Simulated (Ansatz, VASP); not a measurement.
**C: VASP beside Ansatz**

```
CELL_PARAMETERS angstrom
2.59749 0.00000 0.00000
0.00000 2.59749 0.00000
0.00000 0.00000 1.62373
ATOMIC_POSITIONS crystal
C 0.50000 0.50000 0.00000
```

Alike in both runs: task single point; functional PBE; k mesh 6 × 6 × 10; occupations gaussian, width 0.1 eV; collinear spin.

|  | VASP | Ansatz |
| --- | --- | --- |
| version | VASP 6.6.1 | Ansatz 0.2.0 |
| potentials or method | VASP PAW PBE potentials, release 64 (C) | scalar-relativistic, plane waves, PAW |
| plane-wave cutoff (eV) | 520 | 420 |
| valence electrons in the cell | 4 | 4 |

|  | VASP | Ansatz | Ansatz less VASP |
| --- | --- | --- | --- |
| gap on the k mesh at the Fermi level (eV) | none | none | - |
| net moment per atom (μB) | 0.00 | 0.00 | 0.000 |

A gap of «none» marks a metal or a gap that the smearing closes. Ansatz warned: «seeded_moment_not_kept».

Caveats: the k mesh is coarse (spacing up to 0.40 Å⁻¹), so the values aren't converged.
